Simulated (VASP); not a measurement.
# NiO (F-43m) in VASP: further runs, part 2 of 2

VASP 6.6.1.

## Step 5: Band structure, r2SCAN, collinear spin, ferromagnetic start

INCAR

```
PREC = Accurate
ENCUT = 520
EDIFF = 1E-6
ISMEAR = -1
SIGMA = 0.05
LREAL = False
LASPH = True
NELM = 120
ALGO = Normal
ISIF = 2
LWAVE = False
LCHARG = False
ISPIN = 2
MAGMOM = 1 0
LORBIT = 11
LMAXMIX = 4
METAGGA = R2SCAN
LMIXTAU = True
```

KPOINTS

```
regular mesh
0
Gamma
  7 7 7
```

POSCAR

```
NiO
1.0
    0.0000000000      2.2406300000      2.2406300000
    2.2406300000      0.0000000000      2.2406300000
    2.2406300000      2.2406300000      0.0000000000
Ni O
1 1
Direct
    0.0000000000      0.0000000000      0.0000000000
    0.7500000000      0.7500000000      0.7500000000
```

KPOINTS_OPT

```
path GXWKGLUWLK,UX
15
line-mode
reciprocal
 0.0000000000  0.0000000000  0.0000000000  G
 0.5000000000  0.0000000000  0.5000000000  X

 0.5000000000  0.0000000000  0.5000000000  X
 0.5000000000  0.2500000000  0.7500000000  W

 0.5000000000  0.2500000000  0.7500000000  W
 0.3750000000  0.3750000000  0.7500000000  K

 0.3750000000  0.3750000000  0.7500000000  K
 0.0000000000  0.0000000000  0.0000000000  G

 0.0000000000  0.0000000000  0.0000000000  G
 0.5000000000  0.5000000000  0.5000000000  L

 0.5000000000  0.5000000000  0.5000000000  L
 0.6250000000  0.2500000000  0.6250000000  U

 0.6250000000  0.2500000000  0.6250000000  U
 0.5000000000  0.2500000000  0.7500000000  W

 0.5000000000  0.2500000000  0.7500000000  W
 0.5000000000  0.5000000000  0.5000000000  L

 0.5000000000  0.5000000000  0.5000000000  L
 0.3750000000  0.3750000000  0.7500000000  K

 0.6250000000  0.2500000000  0.6250000000  U
 0.5000000000  0.0000000000  0.5000000000  X
```

Launch:

```sh
> cat potpaw_PBE.64/Ni/POTCAR potpaw_PBE.64/O/POTCAR > POTCAR
> mpirun -np 1 vasp_std > vasp.out
```

Wall time 79 s (1 thread of Intel Xeon Platinum 8488C (Sapphire Rapids), shared host); peak memory 0.17 GiB.

It converged, with:

```
Free energy                                           : -19.6067 eV
Pressure                                              : -4.6 GPa
Band gap along the path                               : none (metal or under the smearing width)
Net moment                                            : 2.00 μB per cell
Site moments                                          : Ni +1.61; O +0.36 μB
Valence electrons inside the program's atomic spheres : Ni 9.09; O 5.01
```

Levels at the corners of the path, in eV from the Fermi level:
Spin up:
```csv
point,band 7,band 8,band 9,band 10,band 11,band 12
Γ,-0.63,-0.63,-0.63,0.34,14.58,14.58
X,-2.80,-2.80,-2.48,5.27,10.22,11.13
X,-2.80,-2.80,-2.48,5.27,10.22,11.13
W,-3.25,-2.81,-1.85,7.03,10.12,10.60
W,-3.25,-2.81,-1.85,7.03,10.12,10.60
K,-3.30,-2.28,-2.12,6.58,9.53,10.33
K,-3.30,-2.28,-2.12,6.58,9.53,10.33
Γ,-0.63,-0.63,-0.63,0.34,14.58,14.58
Γ,-0.63,-0.63,-0.63,0.34,14.58,14.58
L,-3.21,-1.44,-1.44,5.90,7.35,13.95
L,-3.21,-1.44,-1.44,5.90,7.35,13.95
U,-3.30,-2.28,-2.12,6.58,9.53,10.33
U,-3.30,-2.28,-2.12,6.58,9.53,10.33
W,-3.25,-2.81,-1.85,7.03,10.12,10.60
W,-3.25,-2.81,-1.85,7.03,10.12,10.60
L,-3.21,-1.44,-1.44,5.90,7.35,13.95
L,-3.21,-1.44,-1.44,5.90,7.35,13.95
K,-3.30,-2.28,-2.12,6.58,9.53,10.33
U,-3.30,-2.28,-2.12,6.58,9.53,10.33
X,-2.80,-2.80,-2.48,5.27,10.22,11.13
```
Spin down:
| point | band 5 | band 6 | band 7 | band 8 | band 9 | band 10 | band 11 | band 12 |
| --- | --- | --- | --- | --- | --- | --- | --- | --- |
| Γ | -2.08 | -2.08 | 0.71 | 1.87 | 1.87 | 1.87 | 14.87 | 14.87 |
| X | -1.78 | -1.53 | -1.36 | -0.03 | -0.03 | 5.91 | 11.11 | 11.50 |
| X | -1.78 | -1.53 | -1.36 | -0.03 | -0.03 | 5.91 | 11.11 | 11.50 |
| W | -1.65 | -1.65 | -1.61 | -0.14 | 0.18 | 7.78 | 11.02 | 11.12 |
| W | -1.65 | -1.65 | -1.61 | -0.14 | 0.18 | 7.78 | 11.02 | 11.12 |
| K | -1.78 | -1.77 | -1.16 | -0.11 | 0.25 | 7.23 | 10.17 | 11.05 |
| K | -1.78 | -1.77 | -1.16 | -0.11 | 0.25 | 7.23 | 10.17 | 11.05 |
| Γ | -2.08 | -2.08 | 0.71 | 1.87 | 1.87 | 1.87 | 14.87 | 14.87 |
| Γ | -2.08 | -2.08 | 0.71 | 1.87 | 1.87 | 1.87 | 14.87 | 14.87 |
| L | -1.78 | -1.78 | -0.69 | 0.90 | 0.90 | 6.32 | 8.08 | 14.38 |
| L | -1.78 | -1.78 | -0.69 | 0.90 | 0.90 | 6.32 | 8.08 | 14.38 |
| U | -1.78 | -1.77 | -1.16 | -0.11 | 0.25 | 7.23 | 10.17 | 11.05 |
| U | -1.78 | -1.77 | -1.16 | -0.11 | 0.25 | 7.23 | 10.17 | 11.05 |
| W | -1.65 | -1.65 | -1.61 | -0.14 | 0.18 | 7.78 | 11.02 | 11.12 |
| W | -1.65 | -1.65 | -1.61 | -0.14 | 0.18 | 7.78 | 11.02 | 11.12 |
| L | -1.78 | -1.78 | -0.69 | 0.90 | 0.90 | 6.32 | 8.08 | 14.38 |
| L | -1.78 | -1.78 | -0.69 | 0.90 | 0.90 | 6.32 | 8.08 | 14.38 |
| K | -1.78 | -1.77 | -1.16 | -0.11 | 0.25 | 7.23 | 10.17 | 11.05 |
| U | -1.78 | -1.77 | -1.16 | -0.11 | 0.25 | 7.23 | 10.17 | 11.05 |
| X | -1.78 | -1.53 | -1.36 | -0.03 | -0.03 | 5.91 | 11.11 | 11.50 |

Caveat: the PAW data sets were made with another functional, which shifts forces and pressure a little; a cell with one magnetic atom can't hold antiferromagnetic order, which such compounds often take; semilocal functionals often make such compounds metallic where correlation or magnetic order opens a gap, which also shifts bond lengths.

## Step 6: The reference run

An earlier run on the cell as given: functional PBE; potentials or basis VASP PAW PBE potentials, release 64 (Ni, O); cutoff 520 eV; k mesh 10 × 10 × 10; occupations fermi-dirac, width 0.05 eV; collinear spin, ferromagnetic start; starting moments [1.0, 0.0] μB.

- Pressure: 0.3 GPa
- Band gap on the k mesh: none (metal or under the smearing width)
- Net moment: 1.91 μB per cell
- Site moments: Ni +1.50; O +0.36 μB
- Valence electrons inside the program's atomic spheres: Ni 9.10; O 4.97

## Step 7: The runs side by side

```csv
task,level,k mesh,pressure (GPa),moment (μB)
band structure,BLYP,7 × 7 × 7,-,1.84
band structure,AM05,7 × 7 × 7,-,1.79
band structure,PW91,7 × 7 × 7,-,1.78
band structure,r2SCAN,7 × 7 × 7,-4.6,2.00
single point,PBE,10 × 10 × 10,0.3,1.91
```

Alike in all rows: potentials or basis VASP PAW PBE potentials, release 64 (Ni, O); spin collinear, ferromagnetic start; cell as given; cutoff (eV) 520; smearing fermi-dirac 0.05 eV.

Caveats: a cell with one magnetic atom can't hold antiferromagnetic order, which such compounds often take; semilocal functionals often make such compounds metallic where correlation or magnetic order opens a gap, which also shifts bond lengths; the PAW data sets were made with another functional, which shifts forces and pressure a little (some runs).

Total energies depend on the potentials used, so only differences within one code and one set of settings carry meaning.
